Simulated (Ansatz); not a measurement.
Crystal: MnSi.

```xyz
2
Lattice="2.9874 0.0000 0.0000 0.0000 2.9874 0.0000 0.0000 0.0000 2.9874" Properties=species:S:1:pos:R:3 pbc="T T T"
Mn    1.4937    1.4937    1.4937
Si    0.0000    0.0000    0.0000
```

The cell was built by a generator and needn't be a form met in nature.

| Property | Result |
| --- | --- |
| Program | Ansatz 0.2.0 |
| Task | relaxation of cell and atoms |
| Functional | HSE06 |
| Potentials or basis | Ansatz PAW |
| Cutoff | 420 eV (not typed: the program's choice for these potentials) |
| k mesh | 5 × 5 × 5 |
| Occupations | fermi-dirac, width 0.05 eV |
| Spin | collinear spin, ferromagnetic start |
| Starting moments | [4.0, 0.0] μB |

At the start: volume 13.33 Å³/atom.

**Question.** Where does the relaxation end?

**Answer.** It ends after 8 steps and the volume is 15.18 Å³/atom (+13.9 %); space group Pm-3m (No. 221, to 0.05 Å); moment 3.88 μB per cell.

Step by step:
```csv
step,energy change (eV),largest force (eV/Å),volume (Å³)
1,0.0000,0.0000,26.66
2,-0.0404,0.0000,27.99
3,-0.0432,0.0000,28.42
4,-0.0545,0.0000,28.66
5,-0.0823,0.0000,30.76
6,-0.0840,0.0000,30.41
7,-0.0840,0.0000,30.37
8,-0.0872,0.0000,30.37
```

Final structure:
```yaml
crystal:
  lattice:
    - [3.11982, 0.00000, 0.00000]
    - [0.00000, 3.11982, 0.00000]
    - [0.00000, 0.00000, 3.11982]
  atoms:
    - { symbol: Mn, position: [0.50000, 0.50000, 0.50000] }
    - { symbol: Si, position: [0.00000, 0.00000, 0.00000] }
```

Caveat: the k mesh is coarse (spacing up to 0.42 Å⁻¹), so the values aren't converged, least of all with exact exchange; the magnetic or orbital state may not be the lowest; the plane-wave basis is chosen anew once the cell has moved, so the energies of steps on either side of that aren't comparable; the PAW data sets come from PBE, with cores solved anew for the run's functional, which leaves a small shift of forces and pressure.
